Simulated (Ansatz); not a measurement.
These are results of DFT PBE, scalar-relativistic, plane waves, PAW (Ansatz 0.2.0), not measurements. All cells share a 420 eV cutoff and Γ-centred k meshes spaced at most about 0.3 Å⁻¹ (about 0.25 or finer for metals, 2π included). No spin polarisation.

Temperature and zero-point effects are left out.

Two forms of Ba5HfO2 were relaxed alike.

A.

```cif
data_structure
_symmetry_space_group_name_H-M 'P-3m1'
_symmetry_Int_Tables_number 164
_cell_length_a 3.9189
_cell_length_b 3.9189
_cell_length_c 19.9939
_cell_angle_alpha 90.000
_cell_angle_beta 90.000
_cell_angle_gamma 120.000
_cell_volume 265.92
loop_
_atom_site_label
_atom_site_type_symbol
_atom_site_symmetry_multiplicity
_atom_site_Wyckoff_symbol
_atom_site_fract_x
_atom_site_fract_y
_atom_site_fract_z
_atom_site_occupancy
Ba1 Ba 1 b 0.00000 0.00000 0.50000 1
Ba2 Ba 2 d 0.66667 0.33333 0.34383 1
Ba3 Ba 2 d 0.33333 0.66667 0.13623 1
Hf1 Hf 1 a 0.00000 0.00000 0.00000 1
O1 O 2 d 0.66667 0.33333 0.58612 1
```

B.

```cif
data_structure
_symmetry_space_group_name_H-M 'P4mm'
_symmetry_Int_Tables_number 99
_cell_length_a 3.7832
_cell_length_b 3.7832
_cell_length_c 19.2276
_cell_angle_alpha 90.000
_cell_angle_beta 90.000
_cell_angle_gamma 90.000
_cell_volume 275.20
loop_
_atom_site_label
_atom_site_type_symbol
_atom_site_symmetry_multiplicity
_atom_site_Wyckoff_symbol
_atom_site_fract_x
_atom_site_fract_y
_atom_site_fract_z
_atom_site_occupancy
Ba1 Ba 1 a 0.00000 0.00000 0.00756 1
Ba2 Ba 1 b 0.50000 0.50000 0.17648 1
Ba3 Ba 1 b 0.50000 0.50000 0.79025 1
Ba4 Ba 1 a 0.00000 0.00000 0.33852 1
Ba5 Ba 1 b 0.50000 0.50000 0.53332 1
Hf1 Hf 1 a 0.00000 0.00000 0.66067 1
O1 O 1 a 0.00000 0.00000 0.20969 1
O2 O 1 b 0.50000 0.50000 0.04352 1
```

Question: Which is lower in energy, and by how much?

Answer: A is lower, by 12 meV/atom. A has space group P-3m1 (No. 164), 33.2 Å³/atom and no gap on its mesh; B has space group P4mm (No. 99), 34.4 Å³/atom and no gap. Counting Ba or Hf atoms around O (for each partner element, those within 1.25 times its shortest distance or 1.15 times the sum of covalent radii, where it is the nearest in units of that sum or under 1.3), A has O 6 and B has O 5. The denser one is the lower, and pressure would at first widen the difference. In A, around Ba on a site of symmetry -3m lie 6 O at 2.84 Å and 12 Ba at 3.86–3.92 Å; Hf has 6 Ba at 3.54 Å and 6 Hf at 3.92 Å; around O lie 3 Ba at 2.66 Å and 3 Ba at 2.84 Å; 2 more sites not described. In B, Ba on its first site is surrounded by 4 O at 2.76 Å, 4 Ba at 3.78 Å, 1 O at 3.89 Å and 4 Ba at 4.21 Å; around Hf lie 8 Ba at 3.63–3.66 Å and 4 Hf at 3.78 Å; around O on its first site lie 1 Ba at 2.48 Å and 4 Ba at 2.75 Å; 5 more sites not described. Both come from invented guesses. The lowest form computed isn't among them: it has space group R-3m (No. 166), 44.9 Å³/atom and lies 152 meV/atom below the best shown.

The k mesh leaves some 4 meV/atom of noise in the energy of each metallic cell. Spin–orbit coupling, which can matter for Hf, is left out. Cells relaxed within their symmetry can be saddle points. Some types were kept out of the candidates beforehand, so the set may lack a known form.
